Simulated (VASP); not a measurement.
# NiO (Fm-3m) in VASP: a series of runs

The runs below take NiO through elastic constants, single point, with LDA, LDA+U.

Everything below comes from runs of VASP 6.6.1. Logs are shortened: lines on timing, memory, paths and dates and some standing lists are left out, and cuts for length are marked.

## (1) The structure

Symmetry: Fm-3m, No. 225, cubic system. Conventional cell: a = 4.183 Å, b = 4.183 Å, c = 4.183 Å, α = 90.00°, β = 90.00°, γ = 90.00°. Ni (site symmetry m-3m) is surrounded by 6 O at 2.09 Å. Around O (site symmetry m-3m) lie 6 Ni at 2.09 Å.

## (2) Elastic constants, LDA, collinear spin, ferromagnetic start

Input file POSCAR:

```
NiO
1.0
    0.0000000000      2.0913095100      2.0913095100
    2.0913095100      0.0000000000      2.0913095100
    2.0913095100      2.0913095100      0.0000000000
Ni O
1 1
Direct
    0.0000000000      0.0000000000      0.0000000000
    0.5000000000      0.5000000000      0.5000000000
```

Input file INCAR.step1:

```
SYSTEM = NiO
PREC     = Accurate       ! precision mode
ENCUT    = 600            ! plane-wave cutoff, eV
EDIFF    = 1E-8           ! SCF threshold, eV
ISMEAR   = 0              ! smearing method
SIGMA    = 0.02           ! smearing width, eV
LREAL    = .False.        ! projectors in reciprocal space
LASPH    = .True.         ! aspherical terms in the spheres
NELM     = 120            ! most SCF steps
ALGO     = Normal         ! electronic algorithm
ISIF     = 3              ! what is computed and relaxed
LWAVE    = .False.        ! write WAVECAR
LCHARG   = .False.        ! write CHGCAR
ISPIN    = 2              ! spin polarisation
MAGMOM   = 1 0            ! initial moments
LORBIT   = 11             ! projections on sites
LMAXMIX  = 4              ! l up to which the mixer works
IBRION   = 2              ! ionic algorithm
NSW      = 40             ! ionic steps
EDIFFG   = -0.002         ! ionic threshold
```

Input file INCAR.step2:

```
SYSTEM = NiO
PREC     = Accurate       ! precision mode
ENCUT    = 600            ! plane-wave cutoff, eV
EDIFF    = 1E-8           ! SCF threshold, eV
ISMEAR   = 0              ! smearing method
SIGMA    = 0.02           ! smearing width, eV
LREAL    = .False.        ! projectors in reciprocal space
LASPH    = .True.         ! aspherical terms in the spheres
NELM     = 120            ! most SCF steps
ALGO     = Normal         ! electronic algorithm
ISIF     = 3              ! what is computed and relaxed
LWAVE    = .False.        ! write WAVECAR
LCHARG   = .False.        ! write CHGCAR
ISPIN    = 2              ! spin polarisation
MAGMOM   = 1 0            ! initial moments
LORBIT   = 11             ! projections on sites
LMAXMIX  = 4              ! l up to which the mixer works
IBRION   = 6              ! ionic algorithm
NFREE    = 2            
POTIM    = 0.015          ! step
NSW      = 1              ! ionic steps
```

Input file KPOINTS:

```
Automatic mesh
0
Gamma
  8 8 8
  0 0 0
```

Potentials or basis: VASP PAW LDA potentials, release 64 (Ni, O).

The run is started by

```
$ cat potpaw_LDA.64/Ni/POTCAR potpaw_LDA.64/O/POTCAR > POTCAR
$ cp INCAR.step1 INCAR
$ mpirun -np 1 vasp_std > vasp.out
$ cp CONTCAR POSCAR
$ cp INCAR.step2 INCAR
$ mpirun -np 1 vasp_std > vasp.out
```

OUTCAR:

```text
SYSTEM = NiO
   PREC = Accurate
   ENCUT = 600
   EDIFF = 1E-8
   ISMEAR = 0
   LREAL = .False.
   LASPH = .True.
   NELM = 120
   ISIF = 3
   ISPIN = 2
   LORBIT = 11
   IBRION = 6
   NFREE = 2
   POTIM = 0.015
   NSW = 1

 ion  position               nearest neighbor table
   1  0.000  0.000  0.000-   2 2.02   2 2.02   2 2.02   2 2.02   2 2.02   2 2.02
   2  0.500  0.500  0.500-   1 2.02   1 2.02   1 2.02   1 2.02   1 2.02   1 2.02

  LATTYP: Found a face centered cubic cell.
 ALAT       =     4.0457508960

  Lattice vectors:

 A1 = (   0.0000000000,   2.0228754480,   2.0228754480)
 A2 = (   2.0228754480,   0.0000000000,   2.0228754480)
 A3 = (   2.0228754480,   2.0228754480,   0.0000000000)

Analysis of symmetry for initial positions (statically):
=====================================================================
 Subroutine PRICEL returns:
 Original cell was already a primitive cell.

 Routine SETGRP: Setting up the symmetry group for a
 face centered cubic supercell.

 Subroutine GETGRP returns: Found 48 space group operations
 (whereof 48 operations were pure point group operations)
 out of a pool of 48 trial point group operations.

The static configuration has the point symmetry O_h .

Analysis of symmetry for dynamics (positions and initial velocities):
=====================================================================
 Subroutine PRICEL returns:
 Original cell was already a primitive cell.

 Routine SETGRP: Setting up the symmetry group for a
 face centered cubic supercell.

 Subroutine GETGRP returns: Found 48 space group operations
 (whereof 48 operations were pure point group operations)
 out of a pool of 48 trial point group operations.

The dynamic configuration has the point symmetry O_h .

Analysis of structural, dynamic, and magnetic symmetry:
=====================================================================
 Subroutine PRICEL returns:
 Original cell was already a primitive cell.

 Routine SETGRP: Setting up the symmetry group for a
 face centered cubic supercell.

 Subroutine GETGRP returns: Found 48 space group operations
 (whereof 48 operations were pure point group operations)
 out of a pool of 48 trial point group operations.

The overall configuration has the point symmetry O_h .

 Subroutine INISYM returns: Found 48 space group operations
 (whereof 48 operations are pure point group operations),
 and found     1 'primitive' translations

----------------------------------------------------------------------------------------

                                     Primitive cell

  volume of cell :      16.5553

  direct lattice vectors                    reciprocal lattice vectors
     0.000000000  2.022875448  2.022875448    -0.247172905  0.247172905  0.247172905
     2.022875448  0.000000000  2.022875448     0.247172905 -0.247172905  0.247172905
     2.022875448  2.022875448  0.000000000     0.247172905  0.247172905 -0.247172905

  length of vectors
     2.860777894  2.860777894  2.860777894     0.428116029  0.428116029  0.428116029

  position of ions in fractional coordinates (direct lattice)
     0.000000000  0.000000000  0.000000000
     0.500000000  0.500000000  0.500000000

  ion indices of the primitive-cell ions
   primitive index   ion index
                 1           1
                 2           2

----------------------------------------------------------------------------------------

 KPOINTS: Automatic mesh

Automatic generation of k-mesh.
 Grid dimensions read from file:
 generate k-points for:    8    8    8

 Generating k-lattice:

  Cartesian coordinates                     Fractional coordinates (reciprocal lattice)
    -0.030896613  0.030896613  0.030896613     0.125000000  0.000000000  0.000000000
     0.030896613 -0.030896613  0.030896613     0.000000000  0.125000000  0.000000000
[... 115 lines left out ...]
  -------------------------------------------------------------------------------------
  Total        0.0840125      0.0840125      0.0840125      0.0000000     -0.0000000      0.0000000
  in kB        8.1304928      8.1304928      8.1304928      0.0000000     -0.0000000      0.0000000
  external PRESSURE =       8.1304928 kB  Pullay stress =       0.0000000 kB
[... 89 lines left out ...]
  FREE ENERGIE OF THE ION-ELECTRON SYSTEM (eV)
  ---------------------------------------------------
  free  energy   TOTEN  =       -13.3757280139 eV

  energy  without entropy=      -13.3754253539  energy(sigma->0) =      -13.37557668

[... ionic steps 4 to 14 ...]

--------------------------------------- Ionic step       15  -------------------------------------------

 number of electron      16.0000002 magnetization       0.7343537

------------------------ aborting loop because EDIFF is reached ----------------------------------------
[... 67 lines left out ...]
--------------------------------------- Ionic step       17  -------------------------------------------

 number of electron      16.0000005 magnetization       0.7343538

 Free energy of the ion-electron system (eV)
  ---------------------------------------------------
  ext. energy  EPLUGINS =         0.00000000
  ---------------------------------------------------
  free energy    TOTEN  =       -13.38091052 eV

  energy without entropy =      -13.38054889  energy(sigma->0) =      -13.38072971

 E-fermi :   8.9605     XC(G=0): -13.7324

 val. band max:        8.9426835521   @ k =   0.5000   0.3750   0.0000
 cond. band min:       8.9649765556   @ k =  -0.2500   0.1250   0.0000
 fundamental gap:      0.0222930035
 Fermi energy:         8.9605445863

 spin component 1

 k-point     1 :       0.0000    0.0000    0.0000
  band No.  band energies     occupation
      1     -12.1464      1.00000
      2       5.4536      1.00000
      3       5.4608      1.00000
      4       5.4608      1.00000
      5       6.6319      1.00000
      6       6.6361      1.00000
      7       6.6361      1.00000
      8       6.7097      1.00000
      9       6.7196      1.00000
     10      11.2033      0.00000
     11      27.0097      0.00000
     12      28.6835      0.00000
     13      28.6835      0.00000
[... 356 lines left out ...]
      2       0.5971      1.00000
      3       2.3663      1.00000
      4       2.8103      1.00000
      5       7.3568      1.00000
      6       7.5639      1.00000
      7       7.9681      1.00000
      8       8.8577      1.00000
      9       9.4840      0.00000
     10      17.1727      0.00000
     11      19.1251      0.00000
     12      21.1953      0.00000
     13      24.3973      0.00000

 [... further k-points ...]

 spin component 2

 k-point     1 :       0.0000    0.0000    0.0000
  band No.  band energies     occupation
      1     -11.9675      1.00000
      2       5.6704      1.00000
      3       5.6746      1.00000
      4       5.6746      1.00000
      5       7.0304      1.00000
      6       7.0342      1.00000
      7       7.0342      1.00000
      8       7.4882      1.00000
      9       7.4960      1.00000
     10      11.3578      0.00000
     11      27.0279      0.00000
     12      28.8282      0.00000
     13      28.8282      0.00000
[... 397 lines left out ...]
  FREE ENERGIE OF THE ION-ELECTRON SYSTEM (eV)
  ---------------------------------------------------
  free  energy   TOTEN  =       -13.3809105214 eV

  energy  without entropy=      -13.3805488908  energy(sigma->0) =      -13.38072971

 INTERNAL STRAIN TENSORS FROM STRAINED CELLS
 ============================================

 INTERNAL STRAIN TENSOR FOR ION    1 for displacements in x,y,z  (eV/Angst):
          X           Y           Z          XY          YZ          ZX
  --------------------------------------------------------------------------------
  x    -0.00000     0.00000     0.00000     0.00000     0.00000    -0.00000
  y     0.00000     0.00000     0.00000    -0.00000    -0.00000     0.00000
  z     0.00000     0.00000     0.00000     0.00000     0.00000     0.00000

 INTERNAL STRAIN TENSORS FROM DISPLACED ATOMS
 ============================================

 INTERNAL STRAIN TENSOR FOR ION    1 for displacements in x,y,z  (eV/Angst):
          X           Y           Z          XY          YZ          ZX
  --------------------------------------------------------------------------------
  x     0.00000     0.00000     0.00000     0.00000     0.00000     0.00000
  y     0.00000     0.00000     0.00000     0.00000     0.00000     0.00000
  z     0.00000     0.00000     0.00000     0.00000     0.00000     0.00000

 INTERNAL STRAIN TENSOR FOR ION    2 for displacements in x,y,z  (eV/Angst):
          X           Y           Z          XY          YZ          ZX
  --------------------------------------------------------------------------------
  x     0.00000     0.00000     0.00000     0.00000     0.00000     0.00000
  y     0.00000     0.00000     0.00000     0.00000     0.00000     0.00000
  z     0.00000     0.00000     0.00000     0.00000     0.00000     0.00000

 Eigenvectors and eigenvalues of the dynamical matrix
 ----------------------------------------------------

   1 f  =   10.746345 THz    67.521278 2PiTHz  358.459492 cm-1    44.443293 meV
             X         Y         Z           dx          dy          dz
      0.000000  0.000000  0.000000    -0.000000   -0.463430   -0.000000
      2.022875  2.022875  2.022875     0.000000    0.886134    0.000000
[... 21 lines left out ...]
   6 f/i=    0.007180 THz     0.045112 2PiTHz    0.239495 cm-1     0.029694 meV
             X         Y         Z           dx          dy          dz
      0.000000  0.000000  0.000000    -0.012634   -0.020751    0.885800
      2.022875  2.022875  2.022875    -0.006607   -0.010853    0.463256

--------------------------------------------------------------------------------------------------------

 ELASTIC MODULI CONTR FROM IONIC RELAXATION (kBar)
 Direction    XX          YY          ZZ          XY          YZ          ZX
 --------------------------------------------------------------------------------
 XX           0.0000      0.0000      0.0000      0.0000      0.0000      0.0000
 YY           0.0000      0.0000      0.0000      0.0000      0.0000      0.0000
 ZZ           0.0000      0.0000      0.0000      0.0000      0.0000      0.0000
 XY           0.0000      0.0000      0.0000      0.0000      0.0000      0.0000
 YZ           0.0000      0.0000      0.0000      0.0000      0.0000      0.0000
 ZX           0.0000      0.0000      0.0000      0.0000      0.0000      0.0000
 --------------------------------------------------------------------------------

 TOTAL ELASTIC MODULI (kBar)
 Direction    XX          YY          ZZ          XY          YZ          ZX
 --------------------------------------------------------------------------------
 XX        3774.8190   2059.8111   2059.8111      0.0000      0.0000     -0.0000
 YY        2059.8111   3774.8190   2059.8111      0.0000      0.0000      0.0000
 ZZ        2059.8111   2059.8111   3774.8190     -0.0000     -0.0000     -0.0000
 XY           0.0000      0.0000     -0.0000    422.5775     -0.0000      0.0000
 YZ           0.0000      0.0000     -0.0000     -0.0000    422.5775     -0.0000
 ZX          -0.0000      0.0000     -0.0000      0.0000     -0.0000    422.5775
 --------------------------------------------------------------------------------

 total charge

# of ion       s       p       d       tot
------------------------------------------
    1        0.366   0.480   8.418   9.264
    2        1.555   3.401   0.000   4.956
--------------------------------------------------
tot          1.921   3.881   8.418  14.220

 magnetization (x)

# of ion       s       p       d       tot
------------------------------------------
    1        0.008   0.010   0.582   0.600
    2        0.015   0.097   0.000   0.112
--------------------------------------------------
tot          0.023   0.107   0.582   0.712
```

Wall time 5 min (1 thread of Intel Xeon Platinum 8488C (Sapphire Rapids), shared host); peak memory 0.24 GiB.

What came out:

```
Relaxed volume                                          : 8.28 Å³/atom
Relaxed cell                                            : a = 2.861 Å, b = 2.861 Å, c = 2.861 Å, α = 60.00°, β = 60.00°, γ = 60.00°
Space group after relaxing (to 0.05 Å)                  : Fm-3m (No. 225)
Net moment                                              : 0.73 μB per cell
Site moments                                            : Ni +0.60; O +0.11 μB
Valence electrons inside the program's atomic spheres   : Ni 9.26; O 4.96
Elastic constants C11, C12, C44                         : 377, 206, 42 GPa
Voigt bulk modulus                                      : 263 GPa
Highest phonon frequency at Γ, LO-TO splitting left out : 358 cm⁻¹
```

The path:
```tsv
step	energy change (eV)	largest force (eV/Å)	pressure (GPa)	volume (Å³)
1	0.0000	0.0000	-20.33	18.29
2	-0.0362	0.0000	23.04	15.39
3	-0.1140	0.0000	-0.91	16.61
4	-0.1142	0.0000	-0.11	16.56
5	-0.1141	0.0000	0.43	16.53
6	-0.1141	0.0000	-0.37	16.58
7	-0.1142	0.0000	0.00	16.56
```

Final structure:
```
CELL_PARAMETERS angstrom
0.00000 2.02288 2.02288
2.02288 0.00000 2.02288
2.02288 2.02288 0.00000
ATOMIC_POSITIONS crystal
Ni 0.00000 0.00000 0.00000
O 0.50000 0.50000 0.50000
```

Phonon frequencies in cm⁻¹ (negative: imaginary):
```tsv
q point	frequencies
(0.000, 0.000, 0.000)	0 0 0 358 358 358
```

Elastic tensor in Voigt notation (GPa, in the Cartesian axes of the cell as first typed):
```
377 206 206   0   0   0
206 377 206   0   0   0
206 206 377   0   0   0
  0   0   0  42   0   0
  0   0   0   0  42   0
  0   0   0   0   0  42
```

Clamped-ion elastic tensor (GPa):
```
377 206 206   0   0   0
206 377 206   0   0   0
206 206 377   0   0   0
  0   0   0  42   0   0
  0   0   0   0  42   0
  0   0   0   0   0  42
```

Caveat: a cell with one magnetic atom can't hold antiferromagnetic order, which such compounds often take.

(Part 1 of 2 ends here.)
